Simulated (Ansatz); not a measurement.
Results of BLYP (Ansatz, an electronic-structure program, plane waves, PAW) for wurtzite InN.

Numerical settings: plane-wave cutoff 520 eV, 24×24×12 k mesh (along the axes of the cell as run), Fermi–Dirac smearing 0.05 eV, scalar-relativistic PAW data made under PBE.

Computed at the level's own relaxed cell.

Task: Predict the Voigt–Reuss–Hill bulk modulus, elastic constant C13, elastic constant C33, elastic constant C44, elastic constant C11, elastic constant C12 and elastic constant C66.

Result: 
- Voigt–Reuss–Hill bulk modulus = 108 GPa
- elastic constant C13 = 60.6 GPa
- elastic constant C33 = 196 GPa
- elastic constant C44 = 47.8 GPa
- elastic constant C11 = 187 GPa
- elastic constant C12 = 77.5 GPa
- elastic constant C66 = 54.8 GPa

Note: the solid has no gap at this level, which affects its response.

Elastic constants are with the ions relaxed.

Spin–orbit coupling is not included.

Computed values are for the static lattice.
